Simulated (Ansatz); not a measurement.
# SiC: the cost of one run

Method: DFT PBE, scalar-relativistic, plane waves, PAW, in Ansatz 0.2.0.

**1. The system as given**

The structure is hexagonal, space group P6_3mc (No. 186). The conventional cell has a = 3.076 Å, b = 3.076 Å, c = 5.048 Å, α = 90.00°, β = 90.00°, γ = 120.00°. Si (site symmetry 3m) has 4 C at 1.87 to 1.94 Å as nearest neighbours. Around C (site symmetry 3m) lie 4 Si at 1.87 to 1.94 Å.

As a file:

```cif
data_structure
_symmetry_space_group_name_H-M 'P6_3mc'
_symmetry_Int_Tables_number 186
_cell_length_a 3.0760
_cell_length_b 3.0760
_cell_length_c 5.0480
_cell_angle_alpha 90.000
_cell_angle_beta 90.000
_cell_angle_gamma 120.000
_cell_volume 41.36
loop_
_atom_site_label
_atom_site_type_symbol
_atom_site_symmetry_multiplicity
_atom_site_Wyckoff_symbol
_atom_site_fract_x
_atom_site_fract_y
_atom_site_fract_z
_atom_site_occupancy
Si1 Si 2 b 0.33333 0.66667 0.00000 1
C1 C 2 b 0.33333 0.66667 0.61500 1
```

The runs take a perfect supercell of 48 atoms; the defect goes to fractional position (0.833, 0.167, 0.000).

**2. The perfect supercell**

input.yaml

```yaml
crystal:
  lattice:
    - [-4.614, 2.663894, 5.048]
    - [4.614, -2.663894, 5.048]
    - [4.614, 7.991682, -5.048]
  atoms:
    - { symbol: Si, position: [0.833333, 0.166667, 0.0] }
    - { symbol: Si, position: [0.333333, 0.666667, 0.0] }
    - { symbol: Si, position: [0.166666, 0.0, 0.166667] }
    - { symbol: Si, position: [0.666666, 0.5, 0.166667] }
    - { symbol: Si, position: [0.5, 0.833334, 0.333333] }
    - { symbol: Si, position: [0.0, 0.333334, 0.333333] }
    - { symbol: Si, position: [0.833333, 0.666667, 0.5] }
    - { symbol: Si, position: [0.333333, 0.166667, 0.5] }
    - { symbol: Si, position: [0.166666, 0.5, 0.666667] }
    - { symbol: Si, position: [0.666666, 0.0, 0.666667] }
    - { symbol: Si, position: [0.5, 0.333334, 0.833333] }
    - { symbol: Si, position: [0.0, 0.833334, 0.833333] }
    - { symbol: Si, position: [0.416667, 0.083333, 0.0] }
    - { symbol: Si, position: [0.916667, 0.583333, 0.0] }
    - { symbol: Si, position: [0.75, 0.916666, 0.166667] }
    - { symbol: Si, position: [0.25, 0.416666, 0.166667] }
    - { symbol: Si, position: [0.083334, 0.75, 0.333333] }
    - { symbol: Si, position: [0.583334, 0.25, 0.333333] }
    - { symbol: Si, position: [0.416667, 0.583333, 0.5] }
    - { symbol: Si, position: [0.916667, 0.083333, 0.5] }
    - { symbol: Si, position: [0.75, 0.416666, 0.666667] }
    - { symbol: Si, position: [0.25, 0.916666, 0.666667] }
    - { symbol: Si, position: [0.083334, 0.25, 0.833333] }
    - { symbol: Si, position: [0.583334, 0.75, 0.833333] }
    - { symbol: C, position: [0.025833, 0.359167, 0.0] }
    - { symbol: C, position: [0.525833, 0.859167, 0.0] }
    - { symbol: C, position: [0.359166, 0.1925, 0.166667] }
    - { symbol: C, position: [0.859166, 0.6925, 0.166667] }
    - { symbol: C, position: [0.6925, 0.025834, 0.333333] }
    - { symbol: C, position: [0.1925, 0.525834, 0.333333] }
    - { symbol: C, position: [0.025833, 0.859167, 0.5] }
    - { symbol: C, position: [0.525833, 0.359167, 0.5] }
    - { symbol: C, position: [0.359166, 0.6925, 0.666667] }
    - { symbol: C, position: [0.859166, 0.1925, 0.666667] }
    - { symbol: C, position: [0.6925, 0.525834, 0.833333] }
    - { symbol: C, position: [0.1925, 0.025834, 0.833333] }
    - { symbol: C, position: [0.609167, 0.275833, 0.0] }
    - { symbol: C, position: [0.109167, 0.775833, 0.0] }
    - { symbol: C, position: [0.9425, 0.109166, 0.166667] }
    - { symbol: C, position: [0.4425, 0.609166, 0.166667] }
    - { symbol: C, position: [0.275834, 0.9425, 0.333333] }
    - { symbol: C, position: [0.775834, 0.4425, 0.333333] }
    - { symbol: C, position: [0.609167, 0.775833, 0.5] }
    - { symbol: C, position: [0.109167, 0.275833, 0.5] }
    - { symbol: C, position: [0.9425, 0.609166, 0.666667] }
    - { symbol: C, position: [0.4425, 0.109166, 0.666667] }
    - { symbol: C, position: [0.275834, 0.4425, 0.833333] }
    - { symbol: C, position: [0.775834, 0.9425, 0.833333] }
basis:
  ecutwfc: 420
  fft_grid_basis: typed
kpoints:
  mp_grid: { grid: [2, 2, 2] }
hamiltonian:
  xc: pbe
  pseudopotentials: { kind: paw }
scf:
  occupations: { method: gaussian, width: 0.05 }
output:
  forces: true
  stress: false
  eigenvalues: true
  bader: false
  write_density: true
  volumetric_format: npy
```

Run with:

```
ansatz run input.yaml --threads 4 --pin off --max-ram 10240MiB --backend cpu --events-out ev --progress --plain --runs-dir out
```

**Question.** How long does this run take on 4 threads of AMD EPYC 7R43 (Zen 3), shared host, and how much memory does it need?

About 3.9 s, with a peak of 1.9 GiB.
